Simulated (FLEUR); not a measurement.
# 2 ML Co on Ta(110), 3 substrate layers: parallel and opposed starts

Aim: find out whether 2 ML Co on Ta(110), 3 substrate layers carries moments, and which collinear order costs least.

Program: FLEUR MaX-R8.1. Level of theory: PBEsol; all-electron FLAPW film, Dirac cores, scalar-relativistic bands. Results are calculated unless marked as measured.

**1. Set-up**

The cell holds 5 atoms: 3 Ta and 2 Co. Cell: a = 2.860 Å, b = 2.860 Å, c = 22.658 Å, α = 90.0°, β = 90.0°, γ = 109.5°. Pseudomorphic film on a typed substrate lattice, hard-sphere layer spacings, unrelaxed. Vacuum lies along c.

Structure file:

```cif
data_structure
_symmetry_space_group_name_H-M 'P 1'
_symmetry_Int_Tables_number 1
_cell_length_a 2.8601
_cell_length_b 2.8601
_cell_length_c 22.6585
_cell_angle_alpha 90.000
_cell_angle_beta 90.000
_cell_angle_gamma 109.471
_cell_volume 174.75
loop_
_atom_site_label
_atom_site_type_symbol
_atom_site_fract_x
_atom_site_fract_y
_atom_site_fract_z
_atom_site_occupancy
Ta1 Ta 0.00000 0.00000 0.30894 1
Ta2 Ta 0.50000 0.50000 0.41200 1
Ta3 Ta 0.00000 0.00000 0.51506 1
Co4 Co 0.50000 0.50000 0.60822 1
Co5 Co 0.00000 0.00000 0.69107 1
```

**2. Run 1 (ferro ++)**

The parallel start comes first: it shows whether parallel moments hold.

inpgen writes inp.xml from crystal.txt; cutoffs, mixing, functional, smearing and local orbitals are then set in the file. The k list default-1 (kpts.xml, not shown) is a Γ-centred 10×10×1 mesh; where the ranks do not divide the number of points, some are split in two of half the weight.

Contents of inp.xml:

```
<?xml version="1.0" encoding="UTF-8" standalone="no"?>
<fleurInput fleurInputVersion="0.39">
   <comment>
      Ta3Co2
   </comment>
   <calculationSetup>
      <cutoffs Kmax="3.66" Gmax="11.0" GmaxXC="11.0" numbands="0"/>
      <scfLoop itmax="120" minDistance="0.00002" maxIterBroyd="15" imix="Anderson" alpha="0.03" precondParam="0.0" spinf="2.0" sdNocoIR="T"/>
      <coreElectrons ctail="T" frcor="F" kcrel="0" coretail_lmax="0"/>
      <xcFunctional name="PBEs" relativisticCorrections="F"/>
      <magnetism jspins="2"/>
      <soc l_soc="F" theta="0.0" phi="0.0" spav="F"/>
      <expertModes spex="0" secvar="F"/>
      <geometryOptimization l_f="F" forcealpha="1.0" forcemix="BFGS" epsdisp="0.00001" epsforce="0.00001"/>
      <ldaU l_linMix="F" mixParam="0.05" spinf="1.0"/>
   </calculationSetup>
   <cell>
      <bzIntegration valenceElectrons="115.0" mode="hist" fermiSmearingEnergy="0.00293995">
         <kPointListSelection listName="default-1"/>
         <xi:include xmlns:xi="http://www.w3.org/2001/XInclude" href="kpts.xml"> </xi:include>
      </bzIntegration>
      <xi:include xmlns:xi="http://www.w3.org/2001/XInclude" href="sym.xml"> </xi:include>
      <filmLattice scale="1.0" dVac="22.3" dTilda="24.8">
         <bravaisMatrixFilm>
            <row-1>    3.1204669550294879    -4.4130074989117691</row-1>
            <row-2>    3.1204669550294879     4.4130074989117691</row-2>
         </bravaisMatrixFilm>
         <vacuumEnergyParameters vacuum="1" spinUp="-.25" spinDown="-.25"/>
         <vacuumEnergyParameters vacuum="2" spinUp="-.25" spinDown="-.25"/>
      </filmLattice>
   </cell>
   <atomSpecies>
      <species name="Tantalum (Ta)" element="Ta" atomicNumber="73">
         <mtSphere radius="2.57" gridPoints="849" logIncrement="0.016"/>
         <atomicCutoffs lmax="10" lnonsphr="8"/>
         <electronConfig flipSpins="F">
            <coreConfig>(1s1/2) (2s1/2) (2p1/2) (2p3/2) (3s1/2) (3p1/2) (3p3/2) (4s1/2) (3d3/2) (3d5/2) (4p1/2) (4p3/2) (4d3/2) (4d5/2)</coreConfig>
            <valenceConfig>(5s1/2) (5p1/2) (5p3/2) (6s1/2) (4f5/2) (4f7/2) (5d3/2) (5d5/2)</valenceConfig>
            <stateOccupation state="(5d3/2)" spinUp="0.600000" spinDown="0.600000"/>
            <stateOccupation state="(5d5/2)" spinUp="0.900000" spinDown="0.900000"/>
         </electronConfig>
         <energyParameters s="6" p="6" d="5" f="5"/>
         <lo type="SCLO" l="0" n="5" eDeriv="0"/>
         <lo type="SCLO" l="1" n="5" eDeriv="0"/>
         <lo type="SCLO" l="3" n="4" eDeriv="0"/>
      </species>
      <species name="Cobalt (Co2.000" element="Co" atomicNumber="27">
         <mtSphere radius="2.24" gridPoints="741" logIncrement="0.016"/>
         <atomicCutoffs lmax="8" lnonsphr="6"/>
         <electronConfig flipSpins="F">
            <coreConfig>(1s1/2) (2s1/2) (2p1/2) (2p3/2)</coreConfig>
            <valenceConfig>(3s1/2) (3p1/2) (3p3/2) (4s1/2) (3d3/2) (3d5/2)</valenceConfig>
            <stateOccupation state="(3d3/2)" spinUp="1.5" spinDown="1.3"/>
            <stateOccupation state="(3d5/2)" spinUp="3.0" spinDown="1.2"/>
         </electronConfig>
         <energyParameters s="4" p="4" d="3" f="4"/>
         <lo type="SCLO" l="0" n="3" eDeriv="0"/>
         <lo type="SCLO" l="1" n="3" eDeriv="0"/>
      </species>
   </atomSpecies>
   <atomGroups>
      <atomGroup species="Tantalum (Ta)">
         <filmPos label="                   1">.0000000000 .0000000000 -8.1810808113</filmPos>
         <force calculate="T" relaxXYZ="TTT"/>
      </atomGroup>
      <atomGroup species="Tantalum (Ta)">
         <filmPos label="                   2">1.000/2.000 1.000/2.000 -3.7680542877</filmPos>
         <force calculate="T" relaxXYZ="TTT"/>
      </atomGroup>
      <atomGroup species="Tantalum (Ta)">
         <filmPos label="                   3">.0000000000 .0000000000 .6449294176</filmPos>
         <force calculate="T" relaxXYZ="TTT"/>
      </atomGroup>
      <atomGroup species="Cobalt (Co2.000">
         <filmPos label="                   4">1.000/2.000 1.000/2.000 4.6339690143</filmPos>
         <force calculate="T" relaxXYZ="TTT"/>
      </atomGroup>
      <atomGroup species="Cobalt (Co2.000">
         <filmPos label="                   5">.0000000000 .0000000000 8.1810808113</filmPos>
         <force calculate="T" relaxXYZ="TTT"/>
      </atomGroup>
   </atomGroups>
   <output dos="F" band="F" slice="F">
      <bandDOS minEnergy="-.5*Htr" maxEnergy="0.5*Htr" sigma="0.015" storeEVData="T"/>
      <plotting iplot="0" polar="F">
         <plot TwoD="T" vec1="  1.0  0.0  0.0" vec2="  0.0  1.0  0.0" vec3="  0.0  0.0  1.0" zero="  0.0  0.0 -0.5" file="plot"/>
      </plotting>
      <moessbauerParams electricFieldGradient="F" isomerShift="F" coreHyperfine="F" valenceHyperfine="F"/>
   </output>
</fleurInput>
```

Contents of crystal.txt:

```
Ta3Co2
&input film=T cartesian=F /
1.65128000000  -2.33526300000  0.00000000000
1.65128000000  2.33526300000  0.00000000000
0.00000000000  0.00000000000  1.00000000000
1.8897261246
1.0 1.0 1.0

5
73 0.00000000000  0.00000000000  -8.18108081126
73 0.50000000000  0.50000000000  -3.76805428766
73 0.00000000000  0.00000000000  0.64492941763
27 0.50000000000  0.50000000000  4.63396901430 : 2.000
27 0.00000000000  0.00000000000  8.18108081126 : 2.000

&kpt div1=10 div2=10 div3=1 gamma=T /
```

Launch:

```bash
$ OMP_NUM_THREADS=1 inpgen -f crystal.txt > inpgen.log  # inp.xml is then edited as shown
$ OMP_NUM_THREADS=1 mpirun -n 4 fleur_MPI > fleur.log
```

Log:

```text
Welcome to FLEUR        (www.flapw.de)
      MaX-Release 8.1          (www.max-centre.eu)

 ========== k-point set info ==========
 Selected k-point list: default-1
 k-point list type: mesh
 0 x 0 x 0
 Number of k points: 32

 ------------Calculation Setup---------------------------
 Number of MPI-tasks      :            4
 Number of PE/node        :            4
 Number of OMP-threads    :            1
 k-points in parallel     :            4
 pe's per k-point         :            1
 No of k-point loops      :            8
 Eigenvalue solver        :       lapack
 Number of basis functions:          686
 Approximate size of matrices (H+S) per k-point:         0.014 GB
 --------------------------------------------------------
 Iteration:     1   Distance:      42.29425684 me/bohr^3
 Iteration:     2   Distance:      56.47145984 me/bohr^3
 Iteration:     3   Distance:      29.69205567 me/bohr^3
 Iteration:     4   Distance:      35.31052853 me/bohr^3
 Iteration:     5   Distance:      33.76635041 me/bohr^3
 Iteration:     6   Distance:      33.73294521 me/bohr^3
 Iteration:     7   Distance:      30.71126130 me/bohr^3
 Iteration:     8   Distance:      20.23348573 me/bohr^3
 Iteration:     9   Distance:      10.85312787 me/bohr^3
 Iteration:    10   Distance:      14.86904868 me/bohr^3
[... 60 iterations left out ...]
 Iteration:    71   Distance:       0.00007618 me/bohr^3
 Iteration:    72   Distance:       0.00030456 me/bohr^3
 Iteration:    73   Distance:       0.00011124 me/bohr^3
 Iteration:    74   Distance:       0.00008094 me/bohr^3
 Iteration:    75   Distance:       0.00003030 me/bohr^3
 Iteration:    76   Distance:       0.00002332 me/bohr^3
 Iteration:    77   Distance:       0.00002239 me/bohr^3
 Iteration:    78   Distance:       0.00003158 me/bohr^3
 Iteration:    79   Distance:       0.00002090 me/bohr^3
 Iteration:    80   Distance:       0.00001781 me/bohr^3

 ********************************************************************
 Run finished successfully
 Stop message:
   all done
 ********************************************************************

--- out.xml (last complete iteration) ---
<iteration numberForCurrentRun="   80" overallNumber="   80">
         [... left out ...]
         <bandgap value="0.0012191099" units="eV"/>
         <sumValenceSingleParticleEnergies value="-127.5463063100" units="Htr"/>
         <FermiEnergy value="-0.1631716951" units="Htr"/>
         <valenceDensity>
            <mtCharges spin="1">
               <mtCharge atomType="1" total="12.4894981" s="1.2014080" p="3.0684332" d="1.2104710" f="7.0060155"/>
               <mtCharge atomType="2" total="12.5423764" s="1.1994144" p="3.1186909" d="1.2087213" f="7.0115710"/>
               <mtCharge atomType="3" total="12.5051408" s="1.1971881" p="3.1027252" d="1.1896019" f="7.0109399"/>
               <mtCharge atomType="4" total="8.6726773" s="1.1785318" p="3.1218466" d="4.3658750" f="0.0050784"/>
               <mtCharge atomType="5" total="8.7843693" s="1.1683395" p="3.0690223" d="4.5430382" f="0.0030649"/>
            </mtCharges>
            <mtCharges spin="2">
               <mtCharge atomType="1" total="12.4932819" s="1.2020090" p="3.0683982" d="1.2136742" f="7.0060146"/>
               <mtCharge atomType="2" total="12.5571888" s="1.2000324" p="3.1203052" d="1.2213304" f="7.0115114"/>
               <mtCharge atomType="3" total="12.5399547" s="1.1989871" p="3.1151539" d="1.2097827" f="7.0118007"/>
               <mtCharge atomType="4" total="6.9924467" s="1.1701025" p="3.1405306" d="2.6753559" f="0.0052591"/>
               <mtCharge atomType="5" total="6.7295993" s="1.1601946" p="3.0857997" d="2.4797358" f="0.0031426"/>
            </mtCharges>
            <spinDependentCharge spin="1" total="59.2592399" interstitial="4.1418146" mtSpheres="54.9940618" vacuum1="0.0348733" vacuum2="0.0884902"/>
            <spinDependentCharge spin="2" total="55.7407603" interstitial="4.3045790" mtSpheres="51.3124714" vacuum1="0.0355228" vacuum2="0.0881871"/>
            <totalCharge value="115.0000001548"/>
         </valenceDensity>
         [... left out ...]
         <allElectronCharges>
            <spinDependentCharge spin="1" total="138.2592399" interstitial="4.1418161" mtSpheres="133.9940602" vacuum1="0.0348733" vacuum2="0.0884902"/>
            <spinDependentCharge spin="2" total="134.7407603" interstitial="4.3045805" mtSpheres="130.3124698" vacuum1="0.0355228" vacuum2="0.0881871"/>
            <totalCharge value="273.0000001406"/>
         </allElectronCharges>
         <magneticMomentsInMTSpheres units="muBohr">
            <globalMagMoment atomType="1" vec="0.00000   0.00000  -0.00378"/>
            <localMagMoment atomType="1" vec="0.00000   0.00000  -0.00378"/>
            <globalMagMoment atomType="2" vec="0.00000   0.00000  -0.01481"/>
            <localMagMoment atomType="2" vec="0.00000   0.00000  -0.01481"/>
            <globalMagMoment atomType="3" vec="0.00000   0.00000  -0.03481"/>
            <localMagMoment atomType="3" vec="0.00000   0.00000  -0.03481"/>
            <globalMagMoment atomType="4" vec="0.00000   0.00000   1.68023"/>
            <localMagMoment atomType="4" vec="0.00000   0.00000   1.68023"/>
            <globalMagMoment atomType="5" vec="0.00000   0.00000   2.05477"/>
            <localMagMoment atomType="5" vec="0.00000   0.00000   2.05477"/>
         </magneticMomentsInMTSpheres>
         <moessbauerParams unitsHFF="kG" unitsIS="e/bohr^3" unitsEFG="Htr/bohr^2">
         </moessbauerParams>
         <totalEnergy value="   -49648.8034964800" units="Htr">
            <sumOfEigenvalues value="   -30415.7230450847">
               <coreElectrons value="-30288.1767387747"/>
               <valenceElectrons value="-127.5463063100"/>
            </sumOfEigenvalues>
            <densityCoulombPotentialIntegral value="-84461.9606583411"/>
            <densityEffectivePotentialIntegral value="-85851.2257245355"/>
            <chargeDenXCDenIntegral value="-1055.4920198589"/>
            <FockExchangeEnergyValence value="0.0000000000"/>
            <FockExchangeEnergyCore value="0.0000000000"/>
            <atomTypeDependentContributions atomType="1">
               <electronNucleiInteractionDifferentMTs value="19464.9423381533"/>
               <MadelungTerm value="-20.3399200253"/>
            </atomTypeDependentContributions>
            <atomTypeDependentContributions atomType="2">
               <electronNucleiInteractionDifferentMTs value="19466.9298944056"/>
               <MadelungTerm value="-18.8780029283"/>
            </atomTypeDependentContributions>
            <atomTypeDependentContributions atomType="3">
               <electronNucleiInteractionDifferentMTs value="19465.9367056231"/>
               <MadelungTerm value="-19.5177085339"/>
            </atomTypeDependentContributions>
            <atomTypeDependentContributions atomType="4">
               <electronNucleiInteractionDifferentMTs value="1664.9004009235"/>
               <MadelungTerm value="-5.7357725438"/>
            </atomTypeDependentContributions>
            <atomTypeDependentContributions atomType="5">
               <electronNucleiInteractionDifferentMTs value="1664.0280564817"/>
               <MadelungTerm value="-6.6250272828"/>
            </atomTypeDependentContributions>
            <tkbTimesEntropy value="0.0061337471"/>
            <freeEnergy value="-49648.8096302271"/>
            <extrapolationTo0K value="-49648.8065633536"/>
         </totalEnergy>
         <densityConvergence units="me/bohr^3">
            <chargeDensity spin="1" distance="0.0000027721"/>
            <chargeDensity spin="2" distance="0.0000166289"/>
            <overallChargeDensity distance="0.0000178060"/>
            <spinDensity distance="0.0000158542"/>
         </densityConvergence>
      </iteration>
```

Run time: 9.5 min. Hardware: 4 MPI ranks of Intel Xeon Platinum 8488C (Sapphire Rapids), shared host; peak memory 0.67 GiB; 38 min of CPU time.

Spin moment in the muffin-tin sphere by atom:

```csv
atom,spin moment in the muffin-tin sphere (μB)
Ta1,0.00
Ta2,-0.01
Ta3,-0.03
Co4,1.68
Co5,2.05
```

Numbers from this step:

```
free energy                                                       : -1351012.9355 eV
program's band gap on this mesh (in a metal only a level spacing) : 0.001219 eV
magnetization                                                     : 3.518 μB
final state                                                       : ferromagnetic
```

After 80 cycles the largest moment stands at 2.05 μB.

**3. Run 2 (antiferro +-)**

An opposed order shows whether neighbours prefer unlike signs.

inp.xml: that of step 2 with these lines changed.

```diff
@@ -59,2 +59,15 @@
       </species>
+      <species name="Cobalt (Co-2.000" element="Co" atomicNumber="27">
+         <mtSphere radius="2.24" gridPoints="741" logIncrement="0.016"/>
+         <atomicCutoffs lmax="8" lnonsphr="6"/>
+         <electronConfig flipSpins="F">
+            <coreConfig>(1s1/2) (2s1/2) (2p1/2) (2p3/2)</coreConfig>
+            <valenceConfig>(3s1/2) (3p1/2) (3p3/2) (4s1/2) (3d3/2) (3d5/2)</valenceConfig>
+            <stateOccupation state="(3d3/2)" spinUp="1.3" spinDown="1.5"/>
+            <stateOccupation state="(3d5/2)" spinUp="1.2" spinDown="3.0"/>
+         </electronConfig>
+         <energyParameters s="4" p="4" d="3" f="4"/>
+         <lo type="SCLO" l="0" n="3" eDeriv="0"/>
+         <lo type="SCLO" l="1" n="3" eDeriv="0"/>
+      </species>
    </atomSpecies>
@@ -77,3 +90,3 @@
       </atomGroup>
-      <atomGroup species="Cobalt (Co2.000">
+      <atomGroup species="Cobalt (Co-2.000">
          <filmPos label="                   5">.0000000000 .0000000000 8.1810808113</filmPos>
```

crystal.txt: that of step 2 with these lines changed.

```diff
@@ -13,3 +13,3 @@
 27 0.50000000000  0.50000000000  4.63396901430 : 2.000
-27 0.00000000000  0.00000000000  8.18108081126 : 2.000
+27 0.00000000000  0.00000000000  8.18108081126 : -2.000
```

Log:

```text
[banner, memory and clock lines left out]
Welcome to FLEUR        (www.flapw.de)
      MaX-Release 8.1          (www.max-centre.eu)

 ========== k-point set info ==========
 Selected k-point list: default-1
 k-point list type: mesh
 0 x 0 x 0
 Number of k points: 32

 [... set-up left out ...]
 Iteration:     1   Distance:      43.83073748 me/bohr^3
 Iteration:     2   Distance:      58.48593437 me/bohr^3
 Iteration:     3   Distance:      31.85842855 me/bohr^3
 Iteration:     4   Distance:      37.64571214 me/bohr^3
 Iteration:     5   Distance:      35.92421045 me/bohr^3
 Iteration:     6   Distance:      36.07544254 me/bohr^3
 Iteration:     7   Distance:      32.44745292 me/bohr^3
 Iteration:     8   Distance:      28.53953447 me/bohr^3
[... lines left out ...]
[... 100 iterations left out ...]
[... lines left out ...]
 Iteration:   115   Distance:       0.37065755 me/bohr^3
 Iteration:   116   Distance:       0.37313501 me/bohr^3
 Iteration:   117   Distance:       0.55813012 me/bohr^3
 Iteration:   118   Distance:       0.53022171 me/bohr^3
 Iteration:   119   Distance:       0.51809583 me/bohr^3
 Iteration:   120   Distance:       0.84392457 me/bohr^3

 ********************************************************************
 Run finished successfully
 Stop message:
   all done
 ********************************************************************

--- out.xml (last complete iteration) ---
<iteration numberForCurrentRun="  120" overallNumber="  120">
         [... left out ...]
         <bandgap value="0.0001470791" units="eV"/>
         <sumValenceSingleParticleEnergies value="-127.8722455548" units="Htr"/>
         <FermiEnergy value="-0.1690211204" units="Htr"/>
         [... left out ...]
         <magneticMomentsInMTSpheres units="muBohr">
            <globalMagMoment atomType="1" vec="0.00000   0.00000  -0.00700"/>
            <globalMagMoment atomType="2" vec="0.00000   0.00000  -0.00848"/>
            <globalMagMoment atomType="3" vec="0.00000   0.00000  -0.00732"/>
            <globalMagMoment atomType="4" vec="0.00000   0.00000   0.84237"/>
            <globalMagMoment atomType="5" vec="0.00000   0.00000  -2.01419"/>
         </magneticMomentsInMTSpheres>
         [... left out ...]
         <totalEnergy value="   -49648.7896205064" units="Htr">
            <sumOfEigenvalues value="   -30416.7304996804">
               <coreElectrons value="-30288.8582541256"/>
               <valenceElectrons value="-127.8722455548"/>
            </sumOfEigenvalues>
         [... left out ...]
            <freeEnergy value="-49648.7968430885"/>
            <extrapolationTo0K value="-49648.7932317975"/>
         </totalEnergy>
         <densityConvergence units="me/bohr^3">
            <chargeDensity spin="1" distance="0.5872194920"/>
            <chargeDensity spin="2" distance="0.5238349964"/>
            <overallChargeDensity distance="0.8439245746"/>
            <spinDensity distance="0.7254315838"/>
         </densityConvergence>
      </iteration>
```

It took 13 min on 4 MPI ranks; peak memory 0.67 GiB.

The run stopped without converging, so none of its numbers is a property of the system.

After 120 cycles the density distance stands at 0.84 me/bohr³, above the threshold of 2e-05.

[end of part 1 of 2]

[Logs and program files are shortened in this print: banners, set-up blocks, solver, clock and traceback lines can be left out without a mark of their own.]

[Logs are printed without paths, hosts, clocks, repeated set-up lines and the standing remarks that a program may print on its own settings, such as how far it seeks lower states.]

[Hosts, paths, dates, database ids (printed as entryN), source tags and the programs' standing remarks are cut or masked in the printed files.]

[Where a cell is said to come from a database of computed structures, the database is the Materials Project.]
